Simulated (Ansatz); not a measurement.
This is a field-response calculation (clamped ions) with Ansatz on In2O3 in the corundum structure; the level of theory is PBE. The cell was relaxed beforehand with r2SCAN.

```yaml
crystal:
  lattice:
    - [2.753820859, 1.5899192142, 4.8543403845]
    - [-2.753820859, 1.5899192142, 4.8543403845]
    - [0.0, -3.1798384285, 4.8543403845]
  atoms:
    - { symbol: In, position: [0.8570396382, 0.8570396382, 0.8570396382] }
    - { symbol: In, position: [0.3570396382, 0.3570396382, 0.3570396382] }
    - { symbol: In, position: [0.1429603618, 0.1429603618, 0.1429603618] }
    - { symbol: In, position: [0.6429603618, 0.6429603618, 0.6429603618] }
    - { symbol: O, position: [0.4533861849, 0.0466138151, 0.75] }
    - { symbol: O, position: [0.0466138151, 0.75, 0.4533861849] }
    - { symbol: O, position: [0.5466138151, 0.9533861849, 0.25] }
    - { symbol: O, position: [0.25, 0.5466138151, 0.9533861849] }
    - { symbol: O, position: [0.9533861849, 0.25, 0.5466138151] }
    - { symbol: O, position: [0.75, 0.4533861849, 0.0466138151] }
kpoints:
  mp_grid: { grid: [6, 6, 6] }
hamiltonian:
  xc: pbe
scf:
  occupations: { method: fixed }
dielectric: {}
```

Some lines of the output have been replaced by numbered gaps.
```
Pseudopotential: In, paw, valence charge 13, recommended cutoff 420 eV (normal)
Pseudopotential: O, paw, valence charge 6, recommended cutoff 420 eV (normal)
Functional definition: PBE
Crystal: 10 atoms, lattice volume = 127.524 Å³
[1]
Bands: 54, of which v1, the nominal top of the filled ones, is band 44 counted from 1 (43 counted from 0)
[2]
Free energy (F): -25796.363542 eV
Fermi energy:    8.827381 eV
--- Dielectric response (ions clamped): 3 representative field directions + reference, inside a basis on a mesh of 512 k-points ---
  ε∞ (high-frequency dielectric tensor):
[3]
  Born effective charges Z* (e; rows j = field, columns β = displacement):
    site 0:
[4]
    site 1:
[5]
    site 2:
[6]
    site 3:
[7]
    site 4:
[8]
    site 5:
[9]
    site 6:
[10]
    site 7:
[11]
    site 8:
[12]
    site 9:
[13]
  ε∞ is read to err by 3.7e-2, Z* by 2.5e-2 e
```

**Question.** What stood in the gaps? They hold ε∞ (with the ionic part, where printed), the Born charges, the symmetry found, cutoff and plane waves at Γ.

**Answer.**
```
[1]
Basis set: ecut = 420 eV, 2489 PW (Γ)
[2]
Symmetry: 12 space group operations
[3]
        5.094511     0.000000     0.000000
        0.000000     5.094511     0.000000
        0.000000     0.000000     4.854822
[4]
         3.39731    0.02944    0.00000
        -0.02944    3.39731    0.00000
         0.00000    0.00000    3.28300
[5]
         3.39731   -0.02944    0.00000
         0.02944    3.39731    0.00000
         0.00000    0.00000    3.28300
[6]
         3.39731    0.02944    0.00000
        -0.02944    3.39731    0.00000
         0.00000    0.00000    3.28300
[7]
         3.39731   -0.02944    0.00000
         0.02944    3.39731    0.00000
         0.00000    0.00000    3.28300
[8]
        -2.38409    0.00000    0.00000
         0.00000   -2.14565    0.42603
         0.00000    0.56229   -2.18867
[9]
        -2.20526   -0.10325    0.36895
        -0.10325   -2.32448   -0.21301
         0.48695   -0.28114   -2.18867
[10]
        -2.38409    0.00000    0.00000
         0.00000   -2.14565    0.42603
         0.00000    0.56229   -2.18867
[11]
        -2.20526    0.10325   -0.36895
         0.10325   -2.32448   -0.21301
        -0.48695   -0.28114   -2.18867
[12]
        -2.20526   -0.10325    0.36895
        -0.10325   -2.32448   -0.21301
         0.48695   -0.28114   -2.18867
[13]
        -2.20526    0.10325   -0.36895
         0.10325   -2.32448   -0.21301
        -0.48695   -0.28114   -2.18867
```

The clamped-ion dielectric constant comes out as 5.09 along x and y, 4.85 along z. Born charges, averaged over directions: In +3.36, O -2.24 e.

Command: `ansatz run input.yaml --threads 4 --pin off --max-ram 7372MiB --backend cpu --events-out ev --progress --plain --runs-dir out`. It took 2.2 min on 4 threads of Arm Neoverse V2, with other jobs on the host, load about 0.8 per core; peak host memory 2.2 GiB.

Calculated for a static, non-magnetic cell.

No spin-orbit coupling is included; it can move band edges with weight on the heavy atoms by tenths of an eV.
